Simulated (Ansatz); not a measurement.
The system is P.

```xyz
2
Lattice="1.7257 0.9963 3.1297 -1.7257 0.9963 3.1297 0.0000 -1.9927 3.1297" Properties=species:S:1:pos:R:3 pbc="T T T"
P     0.0000    0.0000    7.2570
P     0.0000    0.0000    2.1321
```

This isn't the form of P at room conditions, which is orthorhombic.

- Program: Ansatz 0.2.0
- Task: single point
- Functional: PBE
- Potentials or basis: Ansatz PAW
- Cutoff: 420 eV (not typed: the program's choice for these potentials)
- k mesh: 9 × 9 × 9
- Occupations: fermi-dirac, width 0.05 eV
- Spin: no spin polarisation

On this cell: pressure 1.8 GPa; largest force 0.240 eV/Å; band gap on the k mesh none (metal or under the smearing width).

The same run follows on a disturbed copy (atoms moved at random, drawn with an rms of 0.05 Å):

```
CELL_PARAMETERS angstrom
1.72573 0.99635 3.12968
-1.72573 0.99635 3.12968
0.00000 -1.99270 3.12968
ATOMIC_POSITIONS crystal
P 0.76363 0.77121 0.76339
P 0.22196 0.22899 0.22684
```

Task: What changes?

Result: The energy (extrapolated to zero smearing) moves by -0.3 meV/atom; pressure 0.0 GPa; largest force 0.216 eV/Å; band gap on the k mesh none (metal or under the smearing width).

Forces in eV/Å, atoms in the order of the input:
```
P    0.004 -0.043  0.212
P   -0.004  0.043 -0.212
```

Stress tensor (GPa, compression positive):
```
 0.83 -0.01 -0.01
-0.01  0.73  0.17
-0.01  0.17 -1.56
```
